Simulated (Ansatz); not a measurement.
## Sn in Ansatz: the effect of functional

The system is Sn.

```xyz
1
Lattice="-2.0292 2.0292 1.6608 2.0292 -2.0292 1.6608 2.0292 2.0292 -1.6608" Properties=species:S:1:pos:R:3 pbc="T T T"
Sn    0.0000    0.0000    0.0000
```

This isn't the form of Sn at room conditions, which is tetragonal (white tin).

Alike in all runs:

- Program: Ansatz 0.2.0
- Task: band structure
- Potentials or basis: Ansatz PAW
- k mesh: 6 × 6 × 6
- Occupations: fermi-dirac, width 0.05 eV
- Spin: no spin polarisation

```tsv
functional	cutoff	pressure (GPa)
LDA	420 eV (not typed: the program's choice for these potentials)	-2.6
PBE	420 eV (not typed: the program's choice for these potentials)	1.4
PBEsol	420 eV (not typed: the program's choice for these potentials)	?
RPBE	420 eV (not typed: the program's choice for these potentials)	2.8
revPBE	420 eV (not typed: the program's choice for these potentials)	2.4
BLYP	420 eV (not typed: the program's choice for these potentials)	6.0
r2SCAN	500 eV (not typed: the program's choice for these potentials)	0.1
```

**Question.** What does the run with functional PBEsol give?

**Answer.** Pressure -1.4 GPa.

Caveats: all runs use coarse meshes; the PAW data sets come from PBE, with cores solved anew for the run's functional, which leaves a small shift of forces and pressure (some runs).
